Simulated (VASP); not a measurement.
Input of a VASP 6.6.1 run:

The input INCAR:

```
PREC     = Accurate       # precision mode
ENCUT    = 520            # plane-wave cutoff, eV
EDIFF    = 1E-6           # SCF threshold, eV
ISMEAR   = 0              # smearing method
SIGMA    = 0.1            # smearing width, eV
LREAL    = F              # projectors in reciprocal space
LASPH    = T              # aspherical terms in the spheres
NELM     = 100            # most SCF steps
ALGO     = Normal         # electronic algorithm
ISIF     = 2              # what is computed and relaxed
LWAVE    = F              # write WAVECAR
LCHARG   = T              # write CHGCAR
GGA      = PE             # functional
LELF     = T              # ELF
LVHAR    = T            
NBANDS   = 10             # bands
```

Contents of KPOINTS:

```
regular mesh
0
Gamma
  18 18 10
```

The input POSCAR:

```
Al
1.0
    2.7592566657      0.0000000000      0.0000000000
   -1.3796283328      2.3895863680      0.0000000000
    0.0000000000      0.0000000000      4.3277107755
Al
2
Direct
    0.3333333333      0.6666666667      0.2500000000
    0.6666666667      0.3333333333      0.7500000000
```

Potentials or basis: VASP PAW PBE potentials, release 64 (Al).

Command:

```console
$ cat potpaw_PBE.64/Al/POTCAR > POTCAR
$ mpirun -np 1 vasp_std > vasp.out
```

**Question.** Predict the pressure.

**Answer.** 16.3 GPa.

**Question.** Estimate the band gap on the k mesh.

**Answer.** None (metal or under the smearing width).

Stress tensor (GPa, compression positive):
```
14.40  0.00  0.00
 0.00 14.40  0.00
 0.00  0.00 20.02
```

Caveat: so large a pressure means that the cell lies far from this level's equilibrium, or that cutoff or potentials fall short.
